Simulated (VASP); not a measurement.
# InAgTe2 (I-42d) in VASP: a series of runs, part 3 of 3

VASP 6.6.1.

### 4 Relaxation of cell and atoms, PBE

File INCAR:

```
SYSTEM = InAgTe2
  PREC = Accurate
  ENCUT = 300
  EDIFF = 1E-6
  ISMEAR = 0
  SIGMA = 0.03
  LREAL = .False.
  LASPH = .True.
  NELM = 80
  ALGO = Normal
  ISIF = 3
  LWAVE = .False.
  LCHARG = .False.
  GGA = PE
  IBRION = 2
  NSW = 90
  EDIFFG = -0.01
  KPAR = 2
```

File KPOINTS:

```
regular mesh
0
Gamma
  4 4 4
  0 0 0
```

File POSCAR:

```
InAgTe2
1.0
   -3.2336000000      3.2336000000      6.3165500000
    3.2336000000     -3.2336000000      6.3165500000
    3.2336000000      3.2336000000     -6.3165500000
In Ag Te
2 2 4
Direct
    0.5000000000      0.5000000000      0.0000000000
    0.2500000000      0.7500000000      0.5000000000
    0.0000000000      0.0000000000      0.0000000000
    0.7500000000      0.2500000000      0.5000000000
    0.3750000000      0.3868000000      0.5118000000
    0.6132000000      0.1250000000      0.9882000000
    0.8750000000      0.8632000000      0.4882000000
    0.1368000000      0.6250000000      0.0118000000
```

Potentials or basis: VASP PAW PBE potentials, release 64 (In, Ag, Te).

Launch:

```bash
$ cat potpaw_PBE.64/In/POTCAR potpaw_PBE.64/Ag/POTCAR potpaw_PBE.64/Te/POTCAR > POTCAR
$ mpirun -np 2 vasp_std > vasp.out
```

OUTCAR:

```text
SYSTEM = InAgTe2
   PREC = Accurate
   ENCUT = 300
   EDIFF = 1E-6
   ISMEAR = 0
   LREAL = .False.
   LASPH = .True.
   NELM = 80
   ISIF = 3
   GGA = PE
   IBRION = 2
   NSW = 90
   EDIFFG = -0.01

 ion  position               nearest neighbor table
   1  0.500  0.500  0.000-   7 2.74   6 2.74   5 2.74   8 2.74
   2  0.250  0.750  0.500-   6 2.74   5 2.74   7 2.74   8 2.74
   3  0.000  0.000  0.000-   7 2.82   6 2.82   8 2.82   5 2.82
   4  0.750  0.250  0.500-   6 2.82   5 2.82   7 2.82   8 2.82
   5  0.375  0.387  0.512-   1 2.74   2 2.74   4 2.82   3 2.82
   6  0.613  0.125  0.988-   2 2.74   1 2.74   4 2.82   3 2.82
   7  0.875  0.863  0.488-   1 2.74   2 2.74   3 2.82   4 2.82
   8  0.137  0.625  0.012-   1 2.74   2 2.74   3 2.82   4 2.82

  LATTYP: Found a body centered tetragonal cell.
 ALAT       =     6.4672000000
 C/A-ratio  =     1.9534110589

  Lattice vectors:

 A1 = (  -3.2336000000,   3.2336000000,   6.3165500000)
 A2 = (   3.2336000000,  -3.2336000000,   6.3165500000)
 A3 = (   3.2336000000,   3.2336000000,  -6.3165500000)

Analysis of symmetry for initial positions (statically):
=====================================================================
[... 180 lines left out ...]

  FORCE on cell =-STRESS in cart. coord.  units (eV):
  Direction    XX          YY          ZZ          XY          YZ          ZX
  --------------------------------------------------------------------------------------
  -------------------------------------------------------------------------------------
  Total        5.8299993      5.8299993      5.6601227      0.0000000      0.0000000     -0.0000000
  in kB       35.3562800     35.3562800     34.3260560      0.0000000      0.0000000     -0.0000000
  external PRESSURE =      35.0128720 kB  Pullay stress =       0.0000000 kB
[... 107 lines left out ...]
  FREE ENERGIE OF THE ION-ELECTRON SYSTEM (eV)
  ---------------------------------------------------
  free  energy   TOTEN  =       -25.3773212364 eV

  energy  without entropy=      -25.3773163123  energy(sigma->0) =      -25.37731877

[... ionic steps 4 to 10 ...]

--------------------------------------- Ionic step       11  -------------------------------------------

 number of electron      52.0000004 magnetization

------------------------ aborting loop because EDIFF is reached ----------------------------------------
[... 79 lines left out ...]
--------------------------------------- Ionic step       13  -------------------------------------------

 number of electron      52.0000005 magnetization

 Free energy of the ion-electron system (eV)
  ---------------------------------------------------
  ext. energy  EPLUGINS =         0.00000000
  ---------------------------------------------------
  free energy    TOTEN  =       -25.45543721 eV

  energy without entropy =      -25.45512777  energy(sigma->0) =      -25.45528249

 E-fermi :   3.5286     XC(G=0):  -8.3795

 val. band max:        3.5066780730   @ k =   0.0000   0.0000   0.0000
 cond. band min:       3.5506102078   @ k =   0.0000   0.0000   0.0000
 fundamental gap:      0.0439321348
 Fermi energy:         3.5286443070

 k-point     1 :       0.0000    0.0000    0.0000
  band No.  band energies     occupation
      1      -7.9740      2.00000
      2      -7.0738      2.00000
      3      -7.0738      2.00000
      4      -7.0635      2.00000
      5      -2.4390      2.00000
      6      -1.4104      2.00000
[... 466 lines left out ...]
  FREE ENERGIE OF THE ION-ELECTRON SYSTEM (eV)
  ---------------------------------------------------
  free  energy   TOTEN  =       -25.4554372135 eV

  energy  without entropy=      -25.4551277718  energy(sigma->0) =      -25.45528249

 reached required accuracy - stopping structural energy minimisation
```

CONTCAR:

```text
InAgTe2
   1.00000000000000
    -3.2860845105170196    3.2860845105170196    6.5065166290998020
     3.2860845105170196   -3.2860845105170196    6.5065166290998020
     3.2860845105170196    3.2860845105170196   -6.5065166290998020
  In              Ag              Te
     2     2     4
Direct
     0.5000000000000000    0.5000000000000000    0.0000000000000000
     0.2500000000000000    0.7500000000000000    0.5000000000000000
     0.0000000000000000    0.0000000000000000    0.0000000000000000
     0.7500000000000000    0.2500000000000000    0.5000000000000000
     0.3750000000000000    0.3684397424498037    0.4934397424498037
     0.6315602575501962    0.1250000000000000    0.0065602575501962
     0.8750000000000000    0.8815602575501962    0.5065602575501962
     0.1184397424498037    0.6250000000000000    0.9934397424498038

  0.00000000E+00  0.00000000E+00  0.00000000E+00
  0.00000000E+00  0.00000000E+00  0.00000000E+00
  0.00000000E+00  0.00000000E+00  0.00000000E+00
  0.00000000E+00  0.00000000E+00  0.00000000E+00
  0.00000000E+00  0.00000000E+00  0.00000000E+00
  0.00000000E+00  0.00000000E+00  0.00000000E+00
  0.00000000E+00  0.00000000E+00  0.00000000E+00
  0.00000000E+00  0.00000000E+00  0.00000000E+00
```

Wall time 6.4 min (2 MPI ranks of AMD EPYC 7R13 (Zen 3), shared host); peak memory 0.34 GiB.

What came out:

```
Free energy                            : -25.4554 eV
Relaxed volume                         : 35.13 Å³/atom
Relaxed cell                           : a = 7.996 Å, b = 7.996 Å, c = 7.996 Å, α = 131.47°, β = 131.47°, γ = 71.07°
Space group after relaxing (to 0.05 Å) : I-42d (No. 122)
Energy gained by relaxing              : 48.0 meV/atom
Ionic steps                            : 13
Pressure after relaxing                : 0.0 GPa
Largest force after relaxing           : 0.006 eV/Å
Band gap on the k mesh                 : 0.04 eV, direct
```

Forces on the atoms (eV/Å):
```
In   0.000  0.000  0.000
In   0.000  0.000  0.000
Ag   0.000  0.000  0.000
Ag   0.000  0.000  0.000
Te   0.006  0.000  0.000
Te   0.000 -0.006  0.000
Te  -0.006  0.000  0.000
Te   0.000  0.006  0.000
```

Step by step:
```tsv
step	energy change (eV)	largest force (eV/Å)	pressure (GPa)	volume (Å³)
1	0.0000	0.9800	3.50	264.19
2	-0.2921	0.3182	-1.12	292.75
3	-0.3055	0.4190	-0.44	287.25
4	-0.3426	0.3094	-0.28	285.08
5	-0.3790	0.0453	0.30	278.64
6	-0.3812	0.0302	0.16	279.94
7	-0.3812	0.0219	0.18	279.79
8	-0.3824	0.0147	-0.09	281.70
9	-0.3825	0.0070	-0.05	281.30
10	-0.3831	0.0089	-0.01	281.18
11	-0.3836	0.0120	0.01	280.94
12	-0.3836	0.0122	0.01	280.92
13	-0.3836	0.0057	0.00	281.04
```

Final structure:
```yaml
crystal:
  lattice:
    - [-3.28608, 3.28608, 6.50652]
    - [3.28608, -3.28608, 6.50652]
    - [3.28608, 3.28608, -6.50652]
  atoms:
    - { symbol: In, position: [0.50000, 0.50000, 0.00000] }
    - { symbol: In, position: [0.25000, 0.75000, 0.50000] }
    - { symbol: Ag, position: [0.00000, 0.00000, 0.00000] }
    - { symbol: Ag, position: [0.75000, 0.25000, 0.50000] }
    - { symbol: Te, position: [0.37500, 0.36844, 0.49344] }
    - { symbol: Te, position: [0.63156, 0.12500, 0.00656] }
    - { symbol: Te, position: [0.87500, 0.88156, 0.50656] }
    - { symbol: Te, position: [0.11844, 0.62500, 0.99344] }
```

Levels at points of the mesh, in eV from the valence-band top:
```
           k point  band 23  band 24  band 25  band 26  band 27  band 28  band 29  band 30
(0.00, 0.00, 0.00)    -1.79    -0.08    -0.08     0.00     0.04     1.86     2.17     3.48
(0.50, 0.00, 0.00)    -1.52    -1.18    -1.13    -0.56     1.67     2.01     2.95     3.50
(0.50, 0.50, 0.00)    -0.86    -0.86    -0.49    -0.49     0.89     0.89     2.86     2.86
(0.50, 0.50, 0.50)    -1.21    -1.21    -0.89    -0.89     1.50     1.50     2.16     2.16
```

Caveat: the cutoff is under 1.25 times the usual one of these potentials, so pressure, stress and relaxed cells hold a basis-set (Pulay) error; spin-orbit coupling is left out, which moves the levels of the heavy elements. Expect the measured gap to be larger: semilocal functionals such as PBE lack the derivative discontinuity.

### 5 Relaxation of cell and atoms, PBE

This run uses another cell than the first one, of 35.13 Å³/atom, 1.064 times its volume.

INCAR, as its differences from that of step 4:

```diff
@@ -3,3 +3,3 @@
   ENCUT = 300
-  EDIFF = 1E-6
+  EDIFF = 1E-7
   ISMEAR = 0
@@ -16,3 +16,3 @@
   NSW = 90
-  EDIFFG = -0.01
+  EDIFFG = -0.005
   KPAR = 2
```

KPOINTS is that of step 4.

File POSCAR:

```
InAgTe2                                 
1.0
   -3.2860845105      3.2860845105      6.5065166291
    3.2860845105     -3.2860845105      6.5065166291
    3.2860845105      3.2860845105     -6.5065166291
  In              Ag              Te            
     2     2     4
Direct
     0.5000000000000000    0.5000000000000000    0.0000000000000000
     0.2500000000000000    0.7500000000000000    0.5000000000000000
     0.0000000000000000    0.0000000000000000    0.0000000000000000
     0.7500000000000000    0.2500000000000000    0.5000000000000000
     0.3750000000000000    0.3684397424498037    0.4934397424498037
     0.6315602575501962    0.1250000000000000    0.0065602575501962
     0.8750000000000000    0.8815602575501962    0.5065602575501962
     0.1184397424498037    0.6250000000000000    0.9934397424498038
```

Launch:

```bash
$ cat potpaw_PBE.64/In/POTCAR potpaw_PBE.64/Ag/POTCAR potpaw_PBE.64/Te/POTCAR > POTCAR
$ mpirun -np 2 vasp_std > vasp.out
```

Wall time 86 s (2 MPI ranks of AMD EPYC 7R13 (Zen 3), shared host); peak memory 0.33 GiB.

Results (log left out):

```
Free energy                            : -25.4583 eV
Relaxed volume                         : 35.09 Å³/atom
Relaxed cell                           : a = 7.993 Å, b = 7.993 Å, c = 7.993 Å, α = 131.47°, β = 131.47°, γ = 71.07°
Space group after relaxing (to 0.05 Å) : I-42d (No. 122)
Energy gained by relaxing              : 0.0 meV/atom
Ionic steps                            : 2
Pressure after relaxing                : 0.0 GPa
Band gap on the k mesh                 : 0.05 eV, direct
```

Forces in eV/Å, atoms in the order of the input:
```
In   0.000  0.000  0.000
In   0.000  0.000  0.000
Ag   0.000  0.000  0.000
Ag   0.000  0.000  0.000
Te   0.003  0.000  0.000
Te   0.000 -0.003  0.000
Te  -0.003  0.000  0.000
Te   0.000  0.003  0.000
```

Final structure:
```
In Ag Te
1.0
    -3.28497    3.28497    6.50427
     3.28497   -3.28497    6.50427
     3.28497    3.28497   -6.50427
In Ag Te
2 2 4
Cartesian
  0.0000 0.0000 6.5043
  3.2850 0.0000 3.2521
  3.2850 -3.2850 6.5043
  0.0000 3.2850 3.2521
  1.5997 1.6425 1.6261
  -1.6425 1.6853 4.8782
  1.6853 1.6425 8.1303
  4.9275 1.5997 -1.6261
```

Levels at points of the mesh, in eV from the valence-band top:
```tsv
k point	band 22	band 23	band 24	band 25	band 26	band 27	band 28	band 29	band 30	band 31
(0.00, 0.00, 0.00)	-1.80	-1.80	-0.08	-0.08	0.00	0.05	1.87	2.17	3.48	3.48
(0.50, 0.00, 0.00)	-1.75	-1.52	-1.18	-1.13	-0.56	1.67	2.01	2.95	3.50	3.73
(0.50, 0.50, 0.00)	-1.29	-0.86	-0.86	-0.49	-0.49	0.89	0.89	2.86	2.86	4.15
(0.50, 0.50, 0.50)	-1.74	-1.21	-1.21	-0.89	-0.89	1.50	1.50	2.15	2.15	2.80
```

Caveat: the cutoff is under 1.25 times the usual one of these potentials, so pressure, stress and relaxed cells hold a basis-set (Pulay) error; spin-orbit coupling is left out, which moves the levels of the heavy elements. Expect the measured gap to be larger: semilocal functionals such as PBE lack the derivative discontinuity.
